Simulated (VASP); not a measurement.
## HfSiO4 (Hafnon): relaxation of cell and atoms with PBE

The system is HfSiO4 (Hafnon).

```xyz
12
Lattice="-3.3089 3.3089 3.0021 3.3089 -3.3089 3.0021 3.3089 3.3089 -3.0021" Properties=species:S:1:pos:R:3 pbc="T T T"
Hf    0.0000    3.3089    1.5011
Hf    0.0000    0.0000    0.0000
Si    3.3089    0.0000    1.5011
Si    0.0000    0.0000    3.0021
O     3.3089    2.0862   -1.0906
O     4.5316    0.0000    0.4105
O     0.0000    1.2227    1.9116
O     2.0862    0.0000    0.4105
O     3.3089    1.2227    2.5916
O     1.2227    0.0000    4.0927
O     3.3089   -1.2227    2.5916
O     2.0862    3.3089    1.0906
```

| Property | Result |
| --- | --- |
| Program | VASP 6.6.1 |
| Task | relaxation of cell and atoms |
| Functional | PBE |
| Potentials or basis | VASP PAW PBE potentials, release 64 (Hf_pv, Si, O) |
| Cutoff | 600 eV |
| k mesh | 6 × 6 × 6 |
| Occupations | gaussian, width 0.03 eV |
| Spin | no spin polarisation |
| Further INCAR settings | ALGO = Normal; EDIFF = 1e-07; IBRION = 2; EDIFFG = -0.005; NSW = 90; ISIF = 3 |

- Pressure after relaxing: 0.0 GPa
- Largest force after relaxing: 0.004 eV/Å
- Band gap on the k mesh: 5.34 eV, indirect (least direct gap 5.68 eV)

Forces in eV/Å, atoms in the order of the input:
```
Hf   0.000  0.000  0.000
Hf   0.000  0.000  0.000
Si   0.000  0.000  0.000
Si   0.000  0.000  0.000
O    0.000  0.003  0.003
O   -0.003  0.000  0.003
O    0.000 -0.003  0.003
O    0.003  0.000  0.003
O    0.000 -0.003 -0.003
O   -0.003  0.000 -0.003
O    0.000  0.003 -0.003
O    0.003  0.000 -0.003
```

Final structure:
```
Hf Si O
1.0
    -3.30891    3.30891    3.00215
     3.30891   -3.30891    3.00215
     3.30891    3.30891   -3.00215
Hf Si O
2 2 8
Direct
  0.75000 0.25000 0.50000
  0.00000 0.00000 0.00000
  0.25000 0.75000 0.50000
  0.50000 0.50000 0.00000
  0.13361 0.31837 0.81524
  0.06837 0.75313 0.68476
  0.50313 0.31837 0.18476
  0.06837 0.38361 0.31524
  0.61639 0.93163 0.68476
  0.68163 0.86639 0.18476
  0.24687 0.93163 0.31524
  0.68163 0.49687 0.81524
```

Levels at points of the mesh, in eV from the valence-band top:
| k point | band 36 | band 37 | band 38 | band 39 | band 40 | band 41 |
| --- | --- | --- | --- | --- | --- | --- |
| (0.00, 0.00, 0.00) | -0.58 | -0.53 | 0.00 | 5.70 | 6.01 | 6.02 |
| (0.50, 0.00, 0.00) | -0.80 | -0.25 | -0.21 | 5.60 | 5.75 | 6.48 |
| (0.50, 0.50, 0.00) | -0.90 | -0.59 | -0.59 | 5.35 | 5.35 | 6.43 |
| (0.50, 0.50, 0.50) | -1.08 | -0.88 | -0.88 | 6.17 | 6.17 | 6.46 |

Wall time 72 s on 4 MPI ranks on Intel(R) Xeon(R) Platinum 8488C (Sapphire Rapids), on a shared host, peak memory 0.44 GiB a rank.

Caveat: the relaxation stopped at its first step, so nothing moved; spin-orbit coupling is left out, which moves the levels of the heavy elements. A k mesh can miss the band edges.
